**Q:** I have five calculations on one WSe$_2$ crystal, and the labels have come off. Can you tell which method made which row?

Bulk WSe2 (P-6m2, 3 atoms per cell) with semi-empirical, tight-binding and DFT methods, without spin polarisation or spin-orbit coupling. Band gaps and times are for single points on the cell relaxed with r2SCAN+rVV10; volumes come from each method's own relaxation or energy curve, and bulk moduli are at fixed cell shape. Candidates: PBE, PBE sz-orbitals, GFN2-xTB tblite, GLLB-SC, PBE DZVP.

```
row  band gap (eV)  volume per atom (Å³)  bulk modulus (GPa)  rough processor time, order of size (s)
  A          2.039                   n/a                 n/a                                       30
  B          1.386                   n/a                 n/a                                       20
  C          1.367                   n/a                 n/a                                       10
  D          1.084                22.910               65.40                                        6
  E          1.379                   n/a                 n/a                                       30
```

**A:** Partly, if I may lean on the labelled calculations on the same cell. The band gap is the energy from the top of the filled bands to the bottom of the empty ones, and the bulk modulus $B$ is the pressure needed per relative change of volume. Five labels can sit on five rows in 120 ways, so I take the hardest clue first.

**Q:** D has the smallest gap. The labelled PBE run in the minimal SZV basis, one function per valence orbital, gives 1.088 eV against D's 1.084 eV. Isn't D the other minimal basis, sz-orbitals?

**A:** The gap tempts, but D alone has a volume and a modulus. Among the labelled runs only GFN1-xTB has them and no DFT run does, which points to GFN2-xTB. The atom count, not printed above but kept in the run records, settles it: D was computed with 54 atoms, the other four rows with 3. The DFT runs use the 3-atom cell and sample many wave vectors $k$, whereas the tight-binding runs repeat the cell $3\times3\times2$ times and solve that cluster at one $k$, which makes $18\times3 = 54$ atoms. GFN2-xTB is the only cluster method among the candidates, so D is GFN2, and that is sure. Its closeness to SZV validates neither method.

**Q:** Do the values of D's volume and modulus fit GFN2 as well?

**A:** Nearly, in a consistency check with no adjustable constant. From $B = -V\,dP/dV$, a cell of volume $V$ under pressure $P$ expands by $\Delta V/V \approx P/B$ when released, so its equilibrium volume is $V_0 \approx V(1+P/B)$. The GFN2 run finds the cell compressed by 1.13 GPa, and with D's modulus

$$V_0 \approx 22.55\,(1 + 1.13/65.4) = 22.94\ \text{Å}^3/\text{atom}.$$

D lists 22.91, so the estimate has the direction right and overshoots by 0.03 Å$^3$ in a shift of 0.36 Å$^3$. For labelled GFN1, which is under tension and shrinks, it is also slightly high. Both misfits exceed the rounding of the cell volume, and both have the sign that stiffening under compression gives if $B$ belongs to the equilibrium volume (for $B$ at the given cell the sign reverses). Ordinary stiffening is expected to cover only part of the size. The near agreement suggests that the listed volumes, like the moduli, belong to a fixed cell shape.

**Q:** Then A, far above the other 3-atom rows. Could a poor basis push PBE up to 2.039 eV?

**A:** There is a ceiling to beat. The gap is the smallest separation over all $k$, so it is no larger than the vertical gap at any single point. At the zone corner H that vertical gap is 1.552 eV in coarse plane-wave PBE and 1.600 eV in SZV, so even a minimal basis barely moves it. A PBE row would have to lift it by more than 0.4 eV to reach A.

GLLB-SC has a standard reason to lie there. The true gap, the cost of removing one electron and adding another, equals the Kohn-Sham orbital gap plus a jump of the potential at integer electron number, the derivative discontinuity. PBE's orbital gap leaves that jump out, while GLLB-SC is built to estimate it and can add it. I call A = GLLB-SC a strong assignment but an argued one, since the ceiling rests on two labelled runs and the table does not say whether this row includes the jump. Six orderings remain.

**Q:** And B, C and E?

**A:** These are three PBE runs in different bases, and they span only 0.019 eV. Merely reading the gap on the $k$ mesh, instead of at the located band edges, moves a plane-wave PBE gap by about 0.01 eV. Their order therefore carries little physics, and times of 10 to 30 s are one order of size from shared machines.

One weak hint remains. Coarse PBE at 1.370 eV shares functional and plane-wave basis with the converged run, and C lies nearest to it, 0.003 eV away, with E at 0.009 eV. So C is probably PBE. Between B and E, for DZVP (two functions per valence orbital plus polarisation) and sz-orbitals, I can only toss a coin.

The rows with their labels:

```
               name                 kind  band gap (eV)  volume per atom (Å³)  bulk modulus (GPa)  atoms computed  rough processor time, order of size (s)
PBE coarse-settings  low cutoff and mesh          1.370                   n/a                 n/a               3                                        2
    GFN1-xTB tblite        tight binding          2.015                22.152              111.80              54                                        3
    GFN2-xTB tblite        tight binding          1.084                22.910               65.40              54                                        6
            PBE SZV          small basis          1.088                   n/a                 n/a               3                                        7
                PBE            semilocal          1.367                   n/a                 n/a               3                                       10
           PBE DZVP          small basis          1.386                   n/a                 n/a               3                                       20
             r2SCAN            semilocal          1.487                   n/a                 n/a               3                                       30
            GLLB-SC      model potential          2.039                   n/a                 n/a               3                                       30
    PBE sz-orbitals          small basis          1.379                   n/a                 n/a               3                                       30
                PM7       semi-empirical          5.034                   n/a                 n/a              54                                      200
```

**Q:** So A is GLLB-SC, B is DZVP, C is PBE, D is GFN2 and E is sz-orbitals. Why does one minimal basis land on PBE while SZV falls 0.279 eV below?

**A:** For SZV the runs show where the band edges sit, which narrows the cause. In PBE the gap is indirect, from the point A of the zone to a valley about halfway along Γ–K, and in SZV the lowest empty state moves to K. That reordering alone would not shrink the gap, since lifting the Γ–K valley above K widens it. The vertical gap at H hardly moves (1.559 eV in PBE, 1.600 eV in SZV), yet it exceeds the smallest gap by 0.192 eV in PBE and by 0.512 eV in SZV. If K and H lie close in energy, the valence top at A has therefore risen against the bands at the zone corner. That state is expected to be sensitive to the coupling between layers, which a basis too rigid to reshape its orbitals may describe poorly; I have not tested this cause. The same run puts the cell under 13.2 GPa against 3.0 GPa in PBE. Why sz-orbitals escapes is untested, and one matching gap certifies no basis.

**Q:** Does that valley matter for D as well?

**A:** It may. The cluster contains A and K, but its nearest point lies 0.37 Å$^{-1}$ from PBE's valley, and skipping a minimum can only raise a gap, so it cannot be why D lies below PBE. In an isolated sheet, not computed here, the valence states at the zone centre are expected to drop and the valence top to move to K, which a $3\times3$ cluster does contain; the valley along Γ–K would still compete for the lowest empty state.

**Q:** How far can I trust these numbers?

**A:** Read them as shifts against PBE, which is a yardstick here and not nature: GFN2 is 21 % lower, GLLB-SC 49 % higher, and PM7's Hartree-Fock-type orbital gap is 3.7 times as large. This crystal stacks one layer per cell, unlike common 2H-WSe$_2$. Spin-orbit coupling is off, although it splits the valence band at K by some tenths of an eV (a recalled size), so no functional should be blamed from a measured gap yet.

Both xTB methods are fitted to molecules, and their gaps and pressures can be far off in a solid: GFN1 puts the gap 47 % above PBE where GFN2 puts it 21 % below. Their moduli differ by a factor of 1.7 and hold the cell shape fixed. GFN2's stress is $+2.36$ GPa in the sheet but $-1.35$ GPa along $c$, so behind D's mild expansion one expects a sheet that would widen and a stack that would close up. A freely relaxing layered crystal yields mostly between its layers and is softer than such a modulus suggests. The output below lists the gap differences used here.

Printed output of the fit:

```
Gaps are rounded to 0.001 eV, so differences carry about 0.001 eV
Unlabelled rows by gap: gap, atoms, volume given, shift from labelled coarse PBE, nearest labelled gap
  1.084 eV, 54 atoms, yes, -0.286 eV, PBE SZV (-0.004 eV)
  1.367 eV, 3 atoms, no, -0.003 eV, PBE coarse-settings (-0.003 eV)
  1.379 eV, 3 atoms, no, +0.009 eV, PBE coarse-settings (+0.009 eV)
  1.386 eV, 3 atoms, no, +0.016 eV, PBE coarse-settings (+0.016 eV)
  2.039 eV, 3 atoms, no, +0.669 eV, GFN1-xTB tblite (+0.024 eV)
Orderings left: at start 120 | after atom count 24 | after largest gap 6
Direct gap at H, PBE coarse-settings: 1.552 eV; above own gap by 0.182 eV; 2.039 eV row exceeds it by 0.487 eV; pressure 3.1 GPa
Direct gap at H, PBE SZV: 1.600 eV; above own gap by 0.512 eV; 2.039 eV row exceeds it by 0.439 eV; pressure 13.2 GPa
Direct gap at H, PBE: 1.559 eV; above own gap by 0.192 eV; 2.039 eV row exceeds it by 0.480 eV; pressure 3.0 GPa
Three close rows: spread 0.019 eV (1.4 %), steps 0.012 and 0.007 eV
Largest 3-atom gap lies 0.653 eV above them, 34 times their spread
Gap on mesh minus gap at located edges, PBE coarse-settings: 0.011 eV
Gap on mesh minus gap at located edges, PBE: 0.009 eV
Rough times of the four unlabelled 3-atom rows: 10 to 30 s
Volume estimate V(1+P/B), cell 22.55 A^3/atom (rounding 0.005):
  GFN1-xTB tblite: P -1.87 GPa, B 111.8 GPa, estimate 22.172, table 22.152, misfit +0.020 A^3/atom
    table volume vs cell -1.8 %, P/B -1.7 %, stress in-plane -0.97, along c -3.68 GPa
  GFN2-xTB tblite: P +1.13 GPa, B 65.4 GPa, estimate 22.938, table 22.910, misfit +0.028 A^3/atom
    table volume vs cell +1.6 %, P/B +1.7 %, stress in-plane +2.36, along c -1.35 GPa
GFN1/GFN2 modulus ratio 1.71; volume difference 0.758 A^3/atom; gap difference 0.931 eV
PBE conduction minimum at 0.53 of Gamma-K (length 1.27 1/A); nearest 3x3x2 cluster point 0.37 1/A away
All rows against PBE: gap, shift, ratio
  GFN2-xTB tblite      1.084 eV -0.283 eV 0.79  (was unlabelled)
  PBE SZV              1.088 eV -0.279 eV 0.80
  PBE                  1.367 eV +0.000 eV 1.00  (was unlabelled)
  PBE coarse-settings  1.370 eV +0.003 eV 1.00
  PBE sz-orbitals      1.379 eV +0.012 eV 1.01  (was unlabelled)
  PBE DZVP             1.386 eV +0.019 eV 1.01  (was unlabelled)
  r2SCAN               1.487 eV +0.120 eV 1.09
  GFN1-xTB tblite      2.015 eV +0.648 eV 1.47
  GLLB-SC              2.039 eV +0.672 eV 1.49  (was unlabelled)
  PM7                  5.034 eV +3.667 eV 3.68
sz-orbitals minus SZV +0.291 eV; DZVP minus sz-orbitals +0.007 eV; GLLB-SC minus r2SCAN +0.552 eV
```
